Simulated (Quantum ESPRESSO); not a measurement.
# GaSb (F-43m) in Quantum ESPRESSO: convergence with number of bands

Aim: find how far number of bands must go before the results for GaSb settle, at PBE. This setting moves, with any that are tied to it; all else stays.

Everything below comes from runs of Quantum ESPRESSO 7.5. Logs are shortened: lines on timing, memory, paths and dates and some standing lists are left out, and cuts for length are marked.

**1. Starting point**

Symmetry: F-43m, No. 216, cubic system. Conventional cell: a = 6.118 Å, b = 6.118 Å, c = 6.118 Å, α = 90.00°, β = 90.00°, γ = 90.00°. Around Sb (site symmetry -43m) lie 4 Ga at 2.65 Å. Around Ga (site symmetry -43m) lie 4 Sb at 2.65 Å.

**2. With number of bands 17**

Input file pw.in:

```
&CONTROL
  calculation = 'scf'
  prefix = 'pwscf'
  outdir = './tmp'
  pseudo_dir = './pseudo'
  tprnfor = .true.
  tstress = .true.
  disk_io = 'nowf'
/
&SYSTEM
  ibrav = 0
  nat = 2
  ntyp = 2
  ecutwfc = 36
  ecutrho = 216
  nbnd = 17
  occupations = 'smearing'
  smearing = 'fd'
  degauss = 0.00367493
/
&ELECTRONS
  conv_thr = 4d-10
  electron_maxstep = 120
  mixing_beta = 0.5
/
ATOMIC_SPECIES
Sb   121.7600 Sb.GGA_PBE-JTH.UPF
Ga    69.7230 Ga.GGA_PBE-JTH.UPF
CELL_PARAMETERS angstrom
   0.0000000000    3.0590000000    3.0590000000
   3.0590000000    0.0000000000    3.0590000000
   3.0590000000    3.0590000000    0.0000000000
ATOMIC_POSITIONS crystal
Sb     0.7500000000    0.7500000000    0.7500000000
Ga     0.0000000000    0.0000000000    0.0000000000
K_POINTS automatic
8 8 8 0 0 0
```

Potentials or basis: JTH 2.0 PBE.

Run with:

```console
OMP_NUM_THREADS=1 pw.x -in pw.in > pw.out
```

pw.out:

```text
This program is part of the open-source Quantum ESPRESSO suite
     for quantum simulation of materials; please cite
         "P. Giannozzi et al., J. Phys.:Condens. Matter 21 395502 (2009);
         "P. Giannozzi et al., J. Phys.:Condens. Matter 29 465901 (2017);
         "P. Giannozzi et al., J. Chem. Phys. 152 154105 (2020);
     in publications or presentations arising from this work. More details at

     file Sb.GGA_PBE-JTH.UPF: wavefunction(s)  0S 0P 4D 0D renormalized
     file Ga.GGA_PBE-JTH.UPF: wavefunction(s)  0S 4P 0P 3D 0D renormalized
     Message from routine setup:
     using ibrav=0 with symmetry is DISCOURAGED, use correct ibrav instead

     G-vector sticks info
     --------------------
     sticks:   dense  smooth     PW     G-vecs:    dense   smooth      PW
     Sum        1003     661    199                20827    11191    1917

     Using Slab Decomposition

     bravais-lattice index     =            0
     lattice parameter (alat)  =       8.1751  a.u.
     unit-cell volume          =     386.3359 (a.u.)^3
     number of atoms/cell      =            2
     number of atomic types    =            2
     number of electrons       =        28.00
     number of Kohn-Sham states=           17
     kinetic-energy cutoff     =      36.0000  Ry
     charge density cutoff     =     216.0000  Ry
     scf convergence threshold =      4.0E-10
     mixing beta               =       0.5000
     number of iterations used =            8  plain     mixing
     Exchange-correlation= SLA PW PBX PBC
                           (   1   4   3   4   0   0   0)

     celldm(1)=   8.175105  celldm(2)=   0.000000  celldm(3)=   0.000000
     celldm(4)=   0.000000  celldm(5)=   0.000000  celldm(6)=   0.000000

     crystal axes: (cart. coord. in units of alat)
               a(1) = (   0.000000   0.707107   0.707107 )
               a(2) = (   0.707107   0.000000   0.707107 )
               a(3) = (   0.707107   0.707107   0.000000 )

     reciprocal axes: (cart. coord. in units 2 pi/alat)
               b(1) = ( -0.707107  0.707107  0.707107 )
               b(2) = (  0.707107 -0.707107  0.707107 )
               b(3) = (  0.707107  0.707107 -0.707107 )

     PseudoPot. # 1 for Sb read from file:
     Sb.GGA_PBE-JTH.UPF
     Pseudo is Projector augmented-wave + core cor, Zval = 15.0
     Generated using ATOMPAW code
     Shape of augmentation charge: BESSEL
     Using radial grid of 1092 points,  6 beta functions with:
                l(1) =   0
                l(2) =   0
                l(3) =   1
                l(4) =   1
                l(5) =   2
                l(6) =   2
     Q(r) pseudized with 0 coefficients

     PseudoPot. # 2 for Ga read from file:
     Ga.GGA_PBE-JTH.UPF
     Pseudo is Projector augmented-wave + core cor, Zval = 13.0
     Generated using ATOMPAW code
     Shape of augmentation charge: BESSEL
     Using radial grid of 1052 points,  6 beta functions with:
                l(1) =   0
                l(2) =   0
                l(3) =   1
                l(4) =   1
                l(5) =   2
                l(6) =   2
     Q(r) pseudized with 0 coefficients

     atomic species   valence    mass     pseudopotential
     Sb               15.00   121.76000     Sb( 1.00)
     Ga               13.00    69.72300     Ga( 1.00)

     24 Sym. Ops. (no inversion) found

   Cartesian axes

     site n.     atom                  positions (alat units)
         1        Sb     tau(   1) = (   1.0606602   1.0606602   1.0606602  )
         2        Ga     tau(   2) = (   0.0000000   0.0000000   0.0000000  )

     number of k points=    29  Fermi-Dirac smearing, width (Ry)=  0.0037
                       cart. coord. in units 2pi/alat
        k(    1) = (   0.0000000   0.0000000   0.0000000), wk =   0.0039062
        k(    2) = (   0.0883883   0.0883883  -0.0883883), wk =   0.0312500
        k(    3) = (   0.1767767   0.1767767  -0.1767767), wk =   0.0312500
        k(    4) = (   0.2651650   0.2651650  -0.2651650), wk =   0.0312500
        k(    5) = (  -0.3535534  -0.3535534   0.3535534), wk =   0.0156250
        k(    6) = (   0.1767767   0.0000000   0.0000000), wk =   0.0234375
[... 21 lines left out ...]
        k(   28) = (  -0.7071068   0.1767767  -0.0000000), wk =   0.0468750
        k(   29) = (  -0.7071068   0.3535534   0.0000000), wk =   0.0234375

     Dense  grid:    20827 G-vectors     FFT dimensions: (  40,  40,  40)

     Smooth grid:    11191 G-vectors     FFT dimensions: (  32,  32,  32)

     Initial potential from superposition of free atoms

     starting charge      27.9964, renormalised to      28.0000
     Starting wfcs are   36 randomized atomic wfcs

     Self-consistent Calculation

     iteration #  1     ecut=    36.00 Ry     beta= 0.50
     Davidson diagonalization with overlap
     ethr =  1.00E-02,  avg # of iterations =  2.2

     Threshold (ethr) on eigenvalues was too large:
     Diagonalizing with lowered threshold

     Davidson diagonalization with overlap
     ethr =  7.85E-05,  avg # of iterations =  4.9

     total energy              =    -753.79159796 Ry
     estimated scf accuracy    <       0.02500155 Ry
[... 43 lines left out ...]
     iteration #  8     ecut=    36.00 Ry     beta= 0.50
     Davidson diagonalization with overlap
     ethr =  1.58E-11,  avg # of iterations =  2.8

     End of self-consistent calculation

          k = 0.0000 0.0000 0.0000 (  1411 PWs)   bands (ev):

   -20.6057 -20.6057 -20.6057 -20.5861 -20.5861  -6.8563  -6.8563  -6.8563
    -6.8067  -6.8067  -3.3193   8.1582   8.1582   8.1582   8.1882  10.9478
    10.9478

          k = 0.0884 0.0884-0.0884 (  1417 PWs)   bands (ev):
[... 19 lines left out ...]
   -20.6052 -20.6029 -20.6029 -20.5852 -20.5852  -6.8848  -6.8451  -6.8451
    -6.8070  -6.8070  -1.6955   1.8020   7.0062   7.0062   8.5661  11.9236
    11.9236

          k = 0.1768 0.0000 0.0000 (  1411 PWs)   bands (ev):

   -20.6062 -20.6048 -20.6048 -20.5863 -20.5855  -6.8641  -6.8526  -6.8526
    -6.8081  -6.8063  -3.1053   6.0969   7.4816   7.4816   9.8497  10.6392
    11.9000

          k = 0.2652 0.0884-0.0884 (  1400 PWs)   bands (ev):
[... 25 lines left out ...]
   -20.6052 -20.6037 -20.6035 -20.5858 -20.5853  -6.8774  -6.8479  -6.8460
    -6.8086  -6.8071  -2.3701   3.4622   6.0843   7.4153   9.7811  11.9258
    12.0644

          k = 0.0000-0.1768 0.1768 (  1392 PWs)   bands (ev):

   -20.6056 -20.6048 -20.6042 -20.5860 -20.5855  -6.8675  -6.8524  -6.8501
    -6.8080  -6.8068  -2.8991   5.0445   6.7839   7.8598   9.7785  11.3930
    11.4838

          k = 0.3536 0.0000 0.0000 (  1387 PWs)   bands (ev):

   -20.6072 -20.6026 -20.6026 -20.5868 -20.5844  -6.8810  -6.8435  -6.8435
    -6.8123  -6.8054  -2.4848   4.1040   6.4976   6.4976   9.4248  10.8823
    13.6825

          k = 0.4419 0.0884-0.0884 (  1408 PWs)   bands (ev):
[... 13 lines left out ...]
   -20.6051 -20.6027 -20.6017 -20.5859 -20.5848  -6.8911  -6.8402  -6.8388
    -6.8104  -6.8077  -1.3024   1.8752   4.7140   6.4452   9.9263  12.8198
    13.5294

          k = 0.0000-0.3536 0.3536 (  1414 PWs)   bands (ev):

   -20.6047 -20.6033 -20.6027 -20.5856 -20.5853  -6.8853  -6.8431  -6.8424
    -6.8089  -6.8082  -1.8160   2.6407   4.9672   6.9349  10.1607  12.7722
    12.8775

          k = 0.5303-0.0000 0.0000 (  1399 PWs)   bands (ev):

   -20.6082 -20.6006 -20.6006 -20.5875 -20.5833  -6.8964  -6.8342  -6.8342
    -6.8173  -6.8045  -1.5556   2.3314   5.8230   5.8230   9.0600   9.9710
    15.6044

          k =-0.0884-0.6187 0.6187 (  1402 PWs)   bands (ev):

   -20.6079 -20.6004 -20.6001 -20.5874 -20.5833  -6.8994  -6.8333  -6.8322
    -6.8173  -6.8048  -1.0683   1.6568   5.2034   5.7439   9.3432  10.2664
    15.4106

          k = 0.0000-0.5303 0.5303 (  1408 PWs)   bands (ev):

   -20.6066 -20.6013 -20.6006 -20.5867 -20.5839  -6.8969  -6.8362  -6.8340
    -6.8142  -6.8063  -0.9377   1.5418   4.5551   5.9709   9.5755  12.0446
    14.9928

          k =-0.7071 0.0000 0.0000 (  1388 PWs)   bands (ev):

   -20.6086 -20.5997 -20.5997 -20.5877 -20.5828  -6.9024  -6.8303  -6.8303
    -6.8195  -6.8041  -0.8721   1.3614   5.5885   5.5885   9.0763   9.4227
    16.8766

          k = 0.3536 0.1768 0.0000 (  1409 PWs)   bands (ev):

   -20.6062 -20.6031 -20.6028 -20.5865 -20.5847  -6.8810  -6.8451  -6.8436
    -6.8109  -6.8061  -2.3068   3.5682   5.8310   6.8543  10.3784  11.0652
    12.6567

          k =-0.2652-0.4419 0.6187 (  1406 PWs)   bands (ev):
[... 19 lines left out ...]
   -20.6060 -20.6024 -20.6002 -20.5865 -20.5841  -6.8955  -6.8378  -6.8344
    -6.8132  -6.8068  -1.0193   1.6556   4.7174   5.6228  10.5000  12.1274
    13.0595

          k = 0.0000-0.3536 0.5303 (  1421 PWs)   bands (ev):

   -20.6050 -20.6034 -20.6008 -20.5862 -20.5846  -6.8929  -6.8397  -6.8362
    -6.8114  -6.8078  -1.1800   1.8514   4.5922   5.9287  10.7738  12.5165
    12.8204

          k =-0.7071 0.1768-0.0000 (  1406 PWs)   bands (ev):

   -20.6075 -20.6010 -20.5997 -20.5872 -20.5835  -6.8996  -6.8338  -6.8319
    -6.8163  -6.8055  -0.8506   1.4253   5.1608   5.2857  10.0924  10.3715
    15.1926

          k =-0.7071 0.3536 0.0000 (  1424 PWs)   bands (ev):

   -20.6052 -20.6035 -20.5998 -20.5866 -20.5842  -6.8964  -6.8378  -6.8332
    -6.8127  -6.8077  -0.8287   1.4953   4.8155   5.0384  11.8445  12.4943
    12.5790

     the Fermi energy is     8.2236 ev

!    total energy              =    -753.79147736 Ry
     total all-electron energy =      -753.791477 Ry
     estimated scf accuracy    <          1.8E-10 Ry
     smearing contrib. (-TS)   =      -0.00003595 Ry
     internal energy E=F+TS    =    -753.79144141 Ry

     The total energy is F=E-TS. E is the sum of the following terms:
     one-electron contribution =    -207.01962809 Ry
     hartree contribution      =     107.62323439 Ry
     xc contribution           =     -37.54020697 Ry
     ewald contribution        =    -183.29967580 Ry
     one-center paw contrib.   =    -433.55516493 Ry

     convergence has been achieved in   8 iterations

     Forces acting on atoms (cartesian axes, Ry/au):

     atom    1 type  1   force =    -0.00000000   -0.00000000    0.00000000
     atom    2 type  2   force =     0.00000000   -0.00000000   -0.00000000

     Total force =     0.000000     Total SCF correction =     0.000000

     Computing stress (Cartesian axis) and pressure

          total   stress  (Ry/bohr**3)                   (kbar)     P=       21.31
   0.00014483   0.00000000   0.00000000           21.31        0.00        0.00
   0.00000000   0.00014483   0.00000000            0.00       21.31        0.00
   0.00000000   0.00000000   0.00014483            0.00        0.00       21.31

=------------------------------------------------------------------------------=
   JOB DONE.
=------------------------------------------------------------------------------=
```

Wall time 16 s (1 thread of Arm Neoverse V1, shared host); peak memory 0.11 GiB.

Results:

```yaml
Free_energy: -10255.8555 eV
Pressure: 2.1 GPa
Band_gap_on_the_k_mesh: none (metal or under the smearing width)
```

**3. With number of bands 18**

Changes to pw.in since step 2:

```diff
@@ -15,3 +15,3 @@
   ecutrho = 216
-  nbnd = 17
+  nbnd = 18
   occupations = 'smearing'
```

Potentials or basis: JTH 2.0 PBE.

Run with:

```console
OMP_NUM_THREADS=1 pw.x -in pw.in > pw.out
```

Run time: 18 s. Hardware: 1 thread of Arm Neoverse V1, shared host; peak memory 0.11 GiB.

Results:

```yaml
Free_energy: -10255.8555 eV
Pressure: 2.1 GPa
Band_gap_on_the_k_mesh: none (metal or under the smearing width)
```

**4. With number of bands 19**

Changes to pw.in since step 3:

```diff
@@ -15,3 +15,3 @@
   ecutrho = 216
-  nbnd = 18
+  nbnd = 19
   occupations = 'smearing'
```

Run with:

```console
OMP_NUM_THREADS=1 pw.x -in pw.in > pw.out
```

Wall time 17 s (1 thread of Arm Neoverse V1, shared host); peak memory 0.11 GiB.

What came out:

```
Free energy            : -10255.8555 eV
Pressure               : 2.1 GPa
Band gap on the k mesh : none (metal or under the smearing width)
```

**5. With number of bands 21**

Changes to pw.in since step 4:

```diff
@@ -15,3 +15,3 @@
   ecutrho = 216
-  nbnd = 19
+  nbnd = 21
   occupations = 'smearing'
```

Run with:

```console
OMP_NUM_THREADS=1 pw.x -in pw.in > pw.out
```

Run time: 18 s. Hardware: 1 thread of Arm Neoverse V1, shared host; peak memory 0.12 GiB.

The run converged. Its results:

- Free energy: -10255.8555 eV
- Pressure: 2.1 GPa
- Band gap on the k mesh: none (metal or under the smearing width)

**6. With number of bands 25**

Changes to pw.in since step 5:

```diff
@@ -15,3 +15,3 @@
   ecutrho = 216
-  nbnd = 21
+  nbnd = 25
   occupations = 'smearing'
```

Potentials or basis: JTH 2.0 PBE.

Run with:

```console
OMP_NUM_THREADS=1 pw.x -in pw.in > pw.out
```

Wall time 19 s (1 thread of Arm Neoverse V1, shared host); peak memory 0.12 GiB.

The run converged. Its results:

| Property | Result |
| --- | --- |
| Free energy | -10255.8555 eV |
| Pressure | 2.1 GPa |
| Band gap on the k mesh | none (metal or under the smearing width) |

**7. With number of bands 33**

Changes to pw.in since step 6:

```diff
@@ -15,3 +15,3 @@
   ecutrho = 216
-  nbnd = 25
+  nbnd = 33
   occupations = 'smearing'
```

Run with:

```console
OMP_NUM_THREADS=1 pw.x -in pw.in > pw.out
```

Wall time 24 s (1 thread of Arm Neoverse V1, shared host); peak memory 0.12 GiB.

The run converged. Its results:

* Free energy: -10255.8555 eV
* Pressure: 2.1 GPa
* Band gap on the k mesh: none (metal or under the smearing width)

**8. Result**

```csv
number of bands,"energy less the tightest run, at zero smearing (meV/atom)",SCF cycles,CPU time (s),peak memory (GiB)
17,0.00,8,16,0.11
18,0.00,9,18,0.11
19,0.00,8,17,0.11
21,0.00,8,18,0.12
25,0.00,8,19,0.12
33,0.00,8,24,0.12
```

Against the tightest run, the energy stays within 1 meV/atom from 17 on. The tightest run that finished is the yardstick and may itself not be fully converged.

Caveats: the cutoff is low for these files, which shifts pressure and relaxed volume.
